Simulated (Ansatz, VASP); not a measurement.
Ni: programs and potentials compared

The starting cell:

```xyz
1
Lattice="0.0000 1.7376 1.7376 1.7376 0.0000 1.7376 1.7376 1.7376 0.0000" Properties=species:S:1:pos:R:3 pbc="T T T"
Ni    0.0000    0.0000    0.0000
```

Alike in all runs: task relaxation of cell and atoms; functional PBE; k mesh 13 × 13 × 13; occupations fermi-dirac, width 0.05 eV; collinear spin, ferromagnetic start; no spin-orbit coupling.

```tsv
program and potentials	plane-wave cutoff (eV)	notes	equilibrium volume (Å³/atom)
Ansatz, all-electron LAPW, scalar-relativistic	-	-	10.89
VASP, PBE PAW files Ni, 600 eV	600	10 valence electrons an atom on average	10.88
VASP, PBE PAW files Ni, release 54, 580 eV	580	10 valence electrons an atom on average	10.88
VASP, PBE PAW files Ni, release 54, 600 eV	600	10 valence electrons an atom on average	10.88
VASP, PBE PAW files Ni_pv, 600 eV	600	16 valence electrons an atom on average	10.80
VASP, PBE PAW files Ni_sv_GW, 680 eV	680	18 valence electrons an atom on average	10.79
VASP, PBE PAW files Ni, 580 eV	580	10 valence electrons an atom on average	10.88
VASP, PBE PAW files Ni_GW, 630 eV	630	10 valence electrons an atom on average	10.87
```

The equilibrium volume spans 10.79 (VASP, PBE PAW files Ni_sv_GW, 680 eV) to 10.89 Å³/atom (Ansatz, all-electron LAPW, scalar-relativistic), with all-electron results at 10.89. The state is the one that the start led to, which needn't be the lowest. Relaxations stop with a little pressure left, so the last digit of a volume isn't settled.

The functional is the same throughout but for its coding, so the spread measures potentials, basis and numerics; runs on potential files found faulty are left out.

The volumes fall into two groups, set by the valence partition rather than by the cutoff. All potentials with 10 valence electrons practically coincide with the all-electron value, while the two that also treat 3p, or 3s and 3p, as valence give a slightly smaller cell. Adding 3s to 3p changes almost nothing.

The 3p shell occupies much the same region of space as the compact 3d shell, so unfreezing it lets it respond to changes in the 3d density and in bonding. That alone should bring a potential closer to the all-electron result, yet here the semicore sets move away from it. The contraction is therefore not evidence of a truer description of nickel. The close match of the smaller-valence sets may owe something to cancelling errors, or the semicore sets may differ in their projectors and augmentation radii; the volumes can't separate the two. Nor does agreement in volume establish equal accuracy for the magnetic moment or the bulk modulus, which depend on the potential in other ways.
